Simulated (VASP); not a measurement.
Write the native input for VASP 6.6.1 that does the following.

```yaml
Task: single point
Functional: r2SCAN
Potentials_or_basis: VASP PAW PBE potentials, release 64 (Ca_sv)
Cutoff: 520 eV
k_mesh: 6 × 6 × 2
Occupations: gaussian, width 0.1 eV
Spin: no spin polarisation
Dipole_correction: no
Further_INCAR_settings: ALGO = Normal; EDIFF = 1e-07; NBANDS = 28
```

The system is Ca.

```
Ca
1.0
     3.95755    0.00000    0.00000
    -1.97878    3.42734    0.00000
     0.00000    0.00000   12.86942
Ca
4
Direct
  0.00000 0.00000 0.00000
  0.33333 0.66667 0.25000
  0.00000 0.00000 0.50000
  0.66667 0.33333 0.75000
```

This isn't the form of Ca at room conditions, which is fcc.

The input as run:

POSCAR

```
Ca
1.0
    3.9575547823      0.0000000000      0.0000000000
   -1.9787773911      3.4273429783      0.0000000000
    0.0000000000      0.0000000000     12.8694210400
Ca
4
Direct
    0.0000000000      0.0000000000      0.0000000000
    0.3333333300      0.6666666700      0.2500000000
    0.0000000000      0.0000000000      0.5000000000
    0.6666666700      0.3333333300      0.7500000000
```

INCAR.step1

```
  ALGO = Normal
  EDIFF = 1E-4
  ENCUT = 520
  GGA = PE
  ISMEAR = 0
  LASPH = True
  LCHARG = False
  LREAL = False
  LWAVE = True
  NBANDS = 28
  NELM = 100
  PREC = Accurate
  SIGMA = 0.1
```

INCAR.step2

```
  ALGO = Normal
  EDIFF = 1E-7
  ENCUT = 520
  ISIF = 2
  ISMEAR = 0
  ISTART = 1
  LASPH = True
  LCHARG = False
  LMIXTAU = True
  LREAL = False
  LWAVE = False
  METAGGA = R2SCAN
  NBANDS = 28
  NELM = 100
  PREC = Accurate
  SIGMA = 0.1
```

KPOINTS

```
k-points
0
Gamma
  6 6 2
```

Potentials or basis: VASP PAW PBE potentials, release 64 (Ca_sv).

The run is started by

```bash
$ cat potpaw_PBE.64/Ca_sv/POTCAR > POTCAR
$ cp INCAR.step1 INCAR
$ mpirun -np 1 vasp_std > vasp.out
$ cp INCAR.step2 INCAR
$ mpirun -np 1 vasp_std > vasp.out
```

It gave:

```yaml
Pressure: -0.1 GPa
Band_gap_on_the_k_mesh: none (metal or under the smearing width)
```

Caveat: the PAW data sets were made with another functional, which shifts forces and pressure a little.

It took 4.2 min on 1 thread of Intel(R) Xeon(R) Platinum 8488C (Sapphire Rapids) (shared host), peak memory 0.32 GiB.
